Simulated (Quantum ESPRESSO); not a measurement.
Input of a Quantum ESPRESSO 7.5 run:

File pw.in:

```
&CONTROL
  calculation = 'scf'
  prefix = 'pwscf'
  outdir = './tmp'
  pseudo_dir = './pseudo'
  tprnfor = .true.
  tstress = .true.
  disk_io = 'low'
/
&SYSTEM
  ibrav = 0
  nat = 6
  ntyp = 2
  ecutwfc = 45
  ecutrho = 360
  nbnd = 36
  occupations = 'smearing'
  smearing = 'fd'
  degauss = 0.00367493
/
&ELECTRONS
  conv_thr = 1.2d-09
  electron_maxstep = 120
  mixing_beta = 0.5
/
ATOMIC_SPECIES
Te   127.6000 te_pbe_v1.uspp.F.UPF
Mo    95.9500 mo_pbe_v1.uspp.F.UPF
CELL_PARAMETERS angstrom
   3.5182000000    0.0000000000    0.0000000000
  -1.7591000000    3.0468505756    0.0000000000
   0.0000000000    0.0000000000   13.9736000000
ATOMIC_POSITIONS crystal
Te     0.6666666667    0.3333333333    0.3790000000
Te     0.3333333333    0.6666666667    0.8790000000
Te     0.6666666667    0.3333333333    0.1210000000
Te     0.3333333333    0.6666666667    0.6210000000
Mo     0.6666666667    0.3333333333    0.7500000000
Mo     0.3333333333    0.6666666667    0.2500000000
K_POINTS automatic
9 9 2 0 0 0
```

Contents of bands.in:

```
&CONTROL
  calculation = 'bands'
  prefix = 'pwscf'
  outdir = './tmp'
  pseudo_dir = './pseudo'
  disk_io = 'low'
  verbosity = 'high'
/
&SYSTEM
  ibrav = 0
  nat = 6
  ntyp = 2
  ecutwfc = 45
  ecutrho = 360
  nbnd = 36
  occupations = 'smearing'
  smearing = 'fd'
  degauss = 0.00367493
/
&ELECTRONS
  conv_thr = 1d-08
  electron_maxstep = 120
  mixing_beta = 0.5
  diago_full_acc = .true.
/
ATOMIC_SPECIES
Te   127.6000 te_pbe_v1.uspp.F.UPF
Mo    95.9500 mo_pbe_v1.uspp.F.UPF
CELL_PARAMETERS angstrom
   3.5182000000    0.0000000000    0.0000000000
  -1.7591000000    3.0468505756    0.0000000000
   0.0000000000    0.0000000000   13.9736000000
ATOMIC_POSITIONS crystal
Te     0.6666666667    0.3333333333    0.3790000000
Te     0.3333333333    0.6666666667    0.8790000000
Te     0.6666666667    0.3333333333    0.1210000000
Te     0.3333333333    0.6666666667    0.6210000000
Mo     0.6666666667    0.3333333333    0.7500000000
Mo     0.3333333333    0.6666666667    0.2500000000
K_POINTS crystal
60
 0.0000000000  0.0000000000  0.0000000000 1
 0.0555555556  0.0000000000  0.0000000000 1
 0.1111111111  0.0000000000  0.0000000000 1
 0.1666666667  0.0000000000  0.0000000000 1
 0.2222222222  0.0000000000  0.0000000000 1
 0.2777777778  0.0000000000  0.0000000000 1
 0.3333333333  0.0000000000  0.0000000000 1
 0.3888888889  0.0000000000  0.0000000000 1
 0.4444444444  0.0000000000  0.0000000000 1
 0.5000000000  0.0000000000  0.0000000000 1
 0.4666666667  0.0666666667  0.0000000000 1
 0.4333333333  0.1333333333  0.0000000000 1
 0.4000000000  0.2000000000  0.0000000000 1
 0.3666666667  0.2666666667  0.0000000000 1
 0.3333333333  0.3333333333  0.0000000000 1
 0.3030303030  0.3030303030  0.0000000000 1
 0.2727272727  0.2727272727  0.0000000000 1
 0.2424242424  0.2424242424  0.0000000000 1
 0.2121212121  0.2121212121  0.0000000000 1
 0.1818181818  0.1818181818  0.0000000000 1
 0.1515151515  0.1515151515  0.0000000000 1
 0.1212121212  0.1212121212  0.0000000000 1
 0.0909090909  0.0909090909  0.0000000000 1
 0.0606060606  0.0606060606  0.0000000000 1
 0.0303030303  0.0303030303  0.0000000000 1
 0.0000000000  0.0000000000  0.0000000000 1
 0.0000000000  0.0000000000  0.5000000000 1
 0.0500000000  0.0000000000  0.5000000000 1
 0.1000000000  0.0000000000  0.5000000000 1
 0.1500000000  0.0000000000  0.5000000000 1
 0.2000000000  0.0000000000  0.5000000000 1
 0.2500000000  0.0000000000  0.5000000000 1
 0.3000000000  0.0000000000  0.5000000000 1
 0.3500000000  0.0000000000  0.5000000000 1
 0.4000000000  0.0000000000  0.5000000000 1
 0.4500000000  0.0000000000  0.5000000000 1
 0.5000000000  0.0000000000  0.5000000000 1
 0.4666666667  0.0666666667  0.5000000000 1
 0.4333333333  0.1333333333  0.5000000000 1
 0.4000000000  0.2000000000  0.5000000000 1
 0.3666666667  0.2666666667  0.5000000000 1
 0.3333333333  0.3333333333  0.5000000000 1
 0.3076923077  0.3076923077  0.5000000000 1
 0.2820512821  0.2820512821  0.5000000000 1
 0.2564102564  0.2564102564  0.5000000000 1
 0.2307692308  0.2307692308  0.5000000000 1
 0.2051282051  0.2051282051  0.5000000000 1
 0.1794871795  0.1794871795  0.5000000000 1
 0.1538461538  0.1538461538  0.5000000000 1
 0.1282051282  0.1282051282  0.5000000000 1
 0.1025641026  0.1025641026  0.5000000000 1
 0.0769230769  0.0769230769  0.5000000000 1
 0.0512820513  0.0512820513  0.5000000000 1
 0.0256410256  0.0256410256  0.5000000000 1
 0.0000000000  0.0000000000  0.5000000000 1
 0.5000000000  0.0000000000  0.5000000000 1
 0.5000000000  0.0000000000  0.0000000000 1
 0.3333333333  0.3333333333  0.0000000000 1
 0.3333333333  0.3333333333  0.2500000000 1
 0.3333333333  0.3333333333  0.5000000000 1
```

Potentials or basis: GBRV 1.5 PBE.

The run is started by

```sh
$ OMP_NUM_THREADS=1 mpirun -n 2 pw.x -nk 2 -in pw.in > pw.out
$ OMP_NUM_THREADS=1 mpirun -n 2 pw.x -nk 2 -in bands.in > bands.out
```

Q: Estimate the pressure.

A: 3.7 GPa.

Q: Estimate the band gap on the k mesh.

A: 0.73 eV, indirect (least direct gap 1.04 eV).

Q: Estimate the band gap along the path.

A: 0.68 eV, indirect (least direct gap 1.04 eV).

Stress tensor (GPa, compression positive):
```
3.51 0.00 0.00
0.00 3.51 0.00
0.00 0.00 4.21
```

Caveat: spin-orbit coupling is left out, which moves the levels of the heavy elements; this functional lacks dispersion, which binds the layers, so the pressure and a relaxed spacing across them are unreliable.

**Experimental background.**

“Broadband infrared study of pressure-tunable Fano resonance and metallization transition in 2H-MoTe2”, 2022, pmc:9569381 quotes, for a bulk crystal of Te2Mo at 300 K: band gap 0.88 ± 0.05 eV (indirect).

Against the measured gap of Te2Mo, 0.88 eV (indirect; 300 K; quoted in “Broadband infrared study of pressure-tunable Fano resonance and metallization transition in 2H-MoTe2”, 2022, pmc:9569381), the calculated 0.68 eV is off by -0.20 eV. Spin-orbit coupling on Mo, Te is left out. The value is that of PBE, without temperature or zero-point motion. Semilocal functionals fall short of measured gaps as a rule.
